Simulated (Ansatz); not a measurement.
## Be: changing the functional

It takes space group P6_3/mmc (No. 194, hexagonal). Conventional cell: a = 2.285 Å, b = 2.285 Å, c = 3.584 Å, α = 90.00°, β = 90.00°, γ = 120.00°. Be (site symmetry -6m2) is surrounded by 12 Be at 2.23 to 2.29 Å.

Kept alike: task band structure; k mesh 13 × 13 × 8; occupations fermi-dirac, width 0.05 eV; no spin polarisation. Program: Ansatz, all-electron LAPW, scalar-relativistic. The mesh is that of the run's cell of 2 atoms. No spin-orbit coupling.

| functional | pressure (GPa) |
| --- | --- |
| LDA | -8.28 |
| PBE | -2.84 |
| PBEsol | -3.93 |

Pressure is positive in compression. For a metal such a mesh leaves the last digits unconverged.

Question: What does the functional change here?

Answer: The pressure runs from -8.28 (LDA) to -2.84 GPa (PBE). From PBE: LDA -5.44; PBEsol -1.09. A positive pressure means that the functional's own cell is larger than the one given, a negative one that it is smaller.
